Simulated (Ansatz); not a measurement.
# MoP (P-6m2) in Ansatz: a series of runs

Runs on MoP. Level: PBEsol. Tasks: single point, equation of state.

All numbers are computed with Ansatz 0.2.0; they aren't measurements. Logs are shortened: lines on timing, memory, paths and dates and some standing lists are left out, and cuts for length are marked.

## Step 1: Starting point

Symmetry: P-6m2, No. 187, hexagonal system. Conventional cell: a = 3.223 Å, b = 3.223 Å, c = 3.191 Å, α = 90.00°, β = 90.00°, γ = 120.00°. Mo (site symmetry -6m2) is surrounded by 6 P at 2.45 Å. P (site symmetry -6m2) is surrounded by 6 Mo at 2.45 Å.

## Step 2: Single point, PBEsol, 13.49 Å³/atom (volume scaled by 0.94)

Input file input.yaml:

```yaml
crystal:
  lattice:
    - [3.1572060284, 0.0, 0.0]
    - [-1.5786030142, 2.7342206256, 0.0]
    - [0.0, 0.0, 3.1258592729]
  atoms:
    - { symbol: Mo, position: [0.0, 0.0, 0.0] }
    - { symbol: P, position: [0.3333333333, 0.6666666667, 0.5] }
kpoints:
  mp_grid: { grid: [10, 10, 8] }
scf:
  occupations: { method: fermi_dirac, width: 0.05 }
hamiltonian:
  xc: pbesol
  pseudopotentials: { kind: all_electron, lapw: { basis_error: 0.001 } }
output:
  forces: true
  stress: true
  eigenvalues: true
```

Potentials or basis: all-electron LAPW, scalar-relativistic.

On the command line:

```console
> ansatz run input.yaml --threads 1 --pin off --max-ram 3072MiB --backend cpu --events-out ev --progress --plain --runs-dir out
```

What it wrote:

```text
Warning: RAYON_NUM_THREADS=1 ignored (pool sized by the plan → 1); use --threads N
LAPW: plane waves up to 8.366 Å⁻¹, error target 1.0e-3 eV per atom; small_component_spin mean_spin; P in spheres of 1.075 Å, 13 of its electrons in bands, Dirac shells []; Mo in spheres of 1.326 Å, 30 of its electrons in bands, Dirac shells [] (how accurate: hamiltonian.pseudopotentials.lapw.basis_error, Limitations)
Engine: ansatz 0.2.0, x86_64-unknown-linux-gnu
Pseudopotentials: kind: all_electron
Pseudopotential: Mo, LAPW, valence charge 30, lapw/all_electron/scalar/gaussian/Mo, Koelling and Harmon's equation, gaussian nucleus
Pseudopotential: P, LAPW, valence charge 13, lapw/all_electron/scalar/gaussian/P, Koelling and Harmon's equation, gaussian nucleus
Functional definition: PBEsol
  exchange = pbesol_x
  correlation = pbesol_c
Crystal: 2 atoms, lattice volume = 26.984 Å³
Basis set: ecut = 266.68679346054944 eV, 267 PW (Γ), exchange–correlation at level 2
Bands: 26, of which v1, the nominal top of the filled ones, is band 22 counted from 1 (21 counted from 0)
Symmetry: 12 space group operations
Space group: P-6m2 (ITA 187), of the structure as read, at distance tolerance 3.0e-5 Å
k-points: 70 of 800 (time reversal used)
Non-local potential: Mo, projectors of the file, none
Non-local potential: P, projectors of the file, none
Initial density: superposition of atomic densities (chi_scale 0.1, normalization cell, long waves kept (reshape's long-wave potential 0.00 eV rms))
Initial wavefunctions: plane waves of lowest kinetic energy (no species holds an atomic orbital)
Functional: x = pbesol(κ = 0.804, μ = 0.12345679012345678), c = pbesol(β = 0.046)
iter 1 solved again at ethr=3.34e-3 eV; its pass at ethr=1.00e-1 eV (dr2=1.44e0 eV) is discarded
SCF iter   1: F=—  HF=-119415.043636 eV  |F-HF|=—  |Δ(HF+E_count)|=         —  Δρ=6.62e-2  dr2=1.44e0  ethr=3.34e-3  ⟨swp⟩=2.0  Hψ=11620  notcnv=0
preconditioner: auto → none  [metal: Δε(μ)=0.136 eV  Ē_g=9.699 eV  σ=0.050 eV  W_gap=0.45  n_scr=8 (ndim 8)  ℏωp=23.7 eV  f_vac=0.000  D(μ)=0.49/eV (n_scr^D=0)  sad-step TF]
iter 2 solved again at ethr=1.46e-4 eV; its pass at ethr=3.34e-3 eV (dr2=6.26e-2 eV) is discarded
SCF iter   2: F=—  HF=-119414.199654 eV  |F-HF|=—  |Δ(HF+E_count)|=   8.44e-1  Δρ=1.85e-2  dr2=6.28e-2  ethr=1.46e-4  ⟨swp⟩=2.0  Hψ=9366  notcnv=0
SCF iter   3: F=—  HF=-119414.155016 eV  |F-HF|=—  |Δ(HF+E_count)|=         —  Δρ=1.09e-2  dr2=2.00e-2  ethr=1.46e-4  ⟨swp⟩=2.0  Hψ=5599  notcnv=0
the basis was enlarged: its passes take 1.1 MiB over the memory plan, 1 of 1 planned eigensolver slots
SCF iter   4: F=—  HF=-119414.151131 eV  |F-HF|=—  |Δ(HF+E_count)|=   3.88e-3  Δρ=8.63e-4  dr2=1.78e-4  ethr=4.66e-5  ⟨swp⟩=2.0  Hψ=5302  notcnv=0
SCF iter   5: F=—  HF=-119414.150900 eV  |F-HF|=—  |Δ(HF+E_count)|=   2.31e-4  Δρ=1.56e-4  dr2=4.67e-6  ethr=4.14e-7  ⟨swp⟩=2.2  Hψ=5323  notcnv=0
SCF iter   6: F=—  HF=-119414.150898 eV  |F-HF|=—  |Δ(HF+E_count)|=   1.84e-6  Δρ=3.37e-5  dr2=3.42e-7  ethr=1.09e-8  ⟨swp⟩=2.0  Hψ=5301  notcnv=0
SCF iter   7: F=-119414.150898 eV  HF=-119414.150898 eV  |F-HF|=1.98e-8  |Δ(HF+E_count)|=   1.26e-7  Δρ=4.70e-6  dr2=9.01e-9  ethr=7.95e-10  ⟨swp⟩=2.0  Hψ=5302  notcnv=0
SCF 1 converged in 7 iterations: F = -119414.150898 eV  dr2 = 9.01e-9
SCF converged after 7 iterations
Free energy (F): -119414.150898 eV
Harris-Foulkes:  -119414.150898 eV  (|F-HF|=1.98e-8)
Internal energy: -119414.147273 eV  (E = F + TS)
E sigma→0 (E₀):  -119414.149085 eV
Entropy (-TS):   -0.003625 eV (-1.813 meV/atom)
Fermi energy:    20.527601 eV
--- Per-component energies (eV) ---
  E_band       = -4990.047339
  E_kinetic    = 123439.319469
  E_xc         = -3931.955965
  E_electrostatic = -238921.510777  (all electrons and nuclei)
  E_smearing   = -0.003625  (= −TS)
  E_closure    = 0.000000  (closes the sum)
  E_atoms      = -119395.156715  (free atoms, spherical and without spin; not in F)
  Σ components = -119414.150898   (vs F -119414.150898, Δ=0.00e0)
  Basis errors (estimates in eV, not in F): energy 3.7e-4 per atom: plane waves 3.4e-4 (1.9e-4 summed), levels above the bands 2.3e-54, relativity 1.2e-8, radial functions 3.2e-5, core shells 3.8e-7; eigenvalues (radial functions only) 1.4e-6; not estimated: angular momenta, meshes, grids; target (lapw.basis_error) 1.0e-3; muffin-tin radii P 1.075 Å, Mo 1.326 Å
--- Forces (eV/Å), atoms counted from 1 ---
  atom   1  Mo     0.00000000    -0.00000000     0.00000000
  atom   2  P     -0.00000000    -0.00000000     0.00000000
  max |Σ_I F_I| component: 7.86e-17 eV/Å
--- Stress (GPa, compression-positive) ---
       11.266078      -0.000000       0.000000
       -0.000000      11.266078       0.000000
        0.000000       0.000000      14.157977
  P = ⅓ Tr σ = 12.2300 GPa (122.300 kbar)
--- Band table (eV; the first three rows and the last of 70) ---
  k-point 0: bands = ["-354.9519", "-354.9123", "-354.9123", "-197.1182", "-197.0827", "-197.0827", "-197.0673", "-197.0673", "-147.9233", "-98.6658", "-98.6658", "-98.6555", "-40.5003", "-14.6971", "-14.4583", "-14.4583", "6.2025", "15.9403", "17.0227", "17.0227", "19.9257", "20.8646", "20.8646", "24.9928", "24.9928", "26.2080"]
  k-point 1: bands = ["-354.9519", "-354.9123", "-354.9123", "-197.1182", "-197.0827", "-197.0827", "-197.0673", "-197.0673", "-147.9233", "-98.6658", "-98.6658", "-98.6555", "-40.4962", "-14.7544", "-14.4534", "-14.4534", "6.4796", "15.6626", "17.1479", "17.1479", "19.8231", "20.2210", "20.2210", "25.4577", "25.4577", "26.4027"]
  k-point 2: bands = ["-354.9519", "-354.9123", "-354.9123", "-197.1182", "-197.0827", "-197.0827", "-197.0673", "-197.0673", "-147.9233", "-98.6658", "-98.6658", "-98.6555", "-40.4863", "-14.8904", "-14.4416", "-14.4416", "7.2470", "14.6122", "17.4624", "17.4624", "19.2099", "19.2099", "20.2437", "25.1283", "25.1283", "26.9496"]
  k-point 69: bands = ["-354.9519", "-354.9123", "-354.9123", "-197.1182", "-197.0827", "-197.0827", "-197.0673", "-197.0673", "-147.9233", "-98.6659", "-98.6659", "-98.6556", "-40.4250", "-14.9634", "-14.7490", "-14.6627", "9.4455", "13.3004", "14.5572", "17.2389", "18.9929", "22.3177", "24.2777", "24.4242", "25.2448", "26.4392"]
```

Run time: 48 s. Hardware: 1 thread of Intel Xeon at 2.50GHz (Skylake/Cascade Lake), shared host; peak memory 0.34 GiB.

Results:

- Free energy: -119414.1509 eV
- Pressure: 12.2 GPa
- Band gap on the k mesh: none (metal or under the smearing width)

## Step 3: Single point, PBEsol, 13.78 Å³/atom (volume scaled by 0.96)

Edit input.yaml of step 2 so:

```diff
@@ -2,5 +2,5 @@
   lattice:
-    - [3.1572060284, 0.0, 0.0]
-    - [-1.5786030142, 2.7342206256, 0.0]
-    - [0.0, 0.0, 3.1258592729]
+    - [3.1794406062, 0.0, 0.0]
+    - [-1.5897203031, 2.7534763348, 0.0]
+    - [0.0, 0.0, 3.1478730917]
   atoms:
```

Potentials or basis: all-electron LAPW, scalar-relativistic.

On the command line:

```console
> ansatz run input.yaml --threads 1 --pin off --max-ram 3072MiB --backend cpu --events-out ev --progress --plain --runs-dir out
```

It took 42 s on 1 thread of Intel Xeon at 2.50GHz (Skylake/Cascade Lake), shared host; peak memory 0.35 GiB.

It converged, with:

```
Free energy            : -119414.1839 eV
Pressure               : 6.3 GPa
Band gap on the k mesh : none (metal or under the smearing width)
```

## Step 4: Single point, PBEsol, 14.07 Å³/atom (volume scaled by 0.98)

Edit input.yaml of step 3 so:

```diff
@@ -2,5 +2,5 @@
   lattice:
-    - [3.1794406062, 0.0, 0.0]
-    - [-1.5897203031, 2.7534763348, 0.0]
-    - [0.0, 0.0, 3.1478730917]
+    - [3.2013684757, 0.0, 0.0]
+    - [-1.6006842379, 2.7724664269, 0.0]
+    - [0.0, 0.0, 3.1695832473]
   atoms:
```

On the command line:

```console
> ansatz run input.yaml --threads 1 --pin off --max-ram 3072MiB --backend cpu --events-out ev --progress --plain --runs-dir out
```

It took 44 s on 1 thread of Intel Xeon at 2.50GHz (Skylake/Cascade Lake), shared host; peak memory 0.35 GiB.

It converged, with:

| Quantity | Value |
| --- | --- |
| Free energy | -119414.1967 eV |
| Pressure | 1.0 GPa |
| Band gap on the k mesh | none (metal or under the smearing width) |

## Step 5: Single point, PBEsol, 14.35 Å³/atom

Edit input.yaml of step 4 so:

```diff
@@ -2,5 +2,5 @@
   lattice:
-    - [3.2013684757, 0.0, 0.0]
-    - [-1.6006842379, 2.7724664269, 0.0]
-    - [0.0, 0.0, 3.1695832473]
+    - [3.223, 0.0, 0.0]
+    - [-1.6115, 2.7911998764, 0.0]
+    - [0.0, 0.0, 3.191]
   atoms:
```

On the command line:

```console
> ansatz run input.yaml --threads 1 --pin off --max-ram 3072MiB --backend cpu --events-out ev --progress --plain --runs-dir out
```

Wall time 42 s (1 thread of Intel Xeon at 2.50GHz (Skylake/Cascade Lake), shared host); peak memory 0.34 GiB.

It converged, with:

```yaml
Free_energy: -119414.1915 eV
Pressure: -3.8 GPa
Band_gap_on_the_k_mesh: none (metal or under the smearing width)
```

## Step 6: Single point, PBEsol, 14.64 Å³/atom (volume scaled by 1.02)

Edit input.yaml of step 5 so:

```diff
@@ -2,5 +2,5 @@
   lattice:
-    - [3.223, 0.0, 0.0]
-    - [-1.6115, 2.7911998764, 0.0]
-    - [0.0, 0.0, 3.191]
+    - [3.2443449929, 0.0, 0.0]
+    - [-1.6221724965, 2.8096851825, 0.0]
+    - [0.0, 0.0, 3.2121330662]
   atoms:
```

Potentials or basis: all-electron LAPW, scalar-relativistic.

On the command line:

```console
> ansatz run input.yaml --threads 1 --pin off --max-ram 3072MiB --backend cpu --events-out ev --progress --plain --runs-dir out
```

Run time: 39 s. Hardware: 1 thread of Intel Xeon at 2.50GHz (Skylake/Cascade Lake), shared host; peak memory 0.34 GiB.

It converged, with:

```yaml
Free_energy: -119414.1701 eV
Pressure: -8.1 GPa
Band_gap_on_the_k_mesh: none (metal or under the smearing width)
```

## Step 7: Single point, PBEsol, 14.93 Å³/atom (volume scaled by 1.04)

Edit input.yaml of step 6 so:

```diff
@@ -2,5 +2,5 @@
   lattice:
-    - [3.2443449929, 0.0, 0.0]
-    - [-1.6221724965, 2.8096851825, 0.0]
-    - [0.0, 0.0, 3.2121330662]
+    - [3.2654127585, 0.0, 0.0]
+    - [-1.6327063793, 2.8279304027, 0.0]
+    - [0.0, 0.0, 3.2329916576]
   atoms:
```

On the command line:

```console
> ansatz run input.yaml --threads 1 --pin off --max-ram 3072MiB --backend cpu --events-out ev --progress --plain --runs-dir out
```

It took 41 s on 1 thread of Intel Xeon at 2.50GHz (Skylake/Cascade Lake), shared host; peak memory 0.34 GiB.

The run converged. Its results:

| Property | Result |
| --- | --- |
| Free energy | -119414.1342 eV |
| Pressure | -11.9 GPa |
| Band gap on the k mesh | none (metal or under the smearing width) |

## Step 8: Single point, PBEsol, 15.21 Å³/atom (volume scaled by 1.06)

Edit input.yaml of step 7 so:

```diff
@@ -2,5 +2,5 @@
   lattice:
-    - [3.2654127585, 0.0, 0.0]
-    - [-1.6327063793, 2.8279304027, 0.0]
-    - [0.0, 0.0, 3.2329916576]
+    - [3.2862121267, 0.0, 0.0]
+    - [-1.6431060633, 2.8459431839, 0.0]
+    - [0.0, 0.0, 3.2535845163]
   atoms:
```

On the command line:

```console
> ansatz run input.yaml --threads 1 --pin off --max-ram 3072MiB --backend cpu --events-out ev --progress --plain --runs-dir out
```

Run time: 39 s. Hardware: 1 thread of Intel Xeon at 2.50GHz (Skylake/Cascade Lake), shared host; peak memory 0.34 GiB.

Results (log left out):

```
Free energy            : -119414.0854 eV
Pressure               : -15.3 GPa
Band gap on the k mesh : none (metal or under the smearing width)
```

## Step 9: Equation of state, PBEsol

Potentials or basis: all-electron LAPW, scalar-relativistic.

This step only gathers the single runs of the series.

What came out:

```yaml
Equilibrium_volume: 14.12 Å³/atom
Bulk_modulus_at_fixed_shape_and_positions: 242 GPa
Pressure_derivative_of_the_bulk_modulus: 4.4
```

Energy against volume, from the lowest point:
```tsv
volume (Å³/atom)	energy (meV/atom)
13.492	22.91
13.779	6.42
14.066	0.00
14.353	2.60
14.640	13.30
14.927	31.23
15.214	55.65
```

Caveat: the cell was scaled at fixed shape and fractional positions, which overstates the stiffness of a crystal with free parameters, most of all of layers and chains.
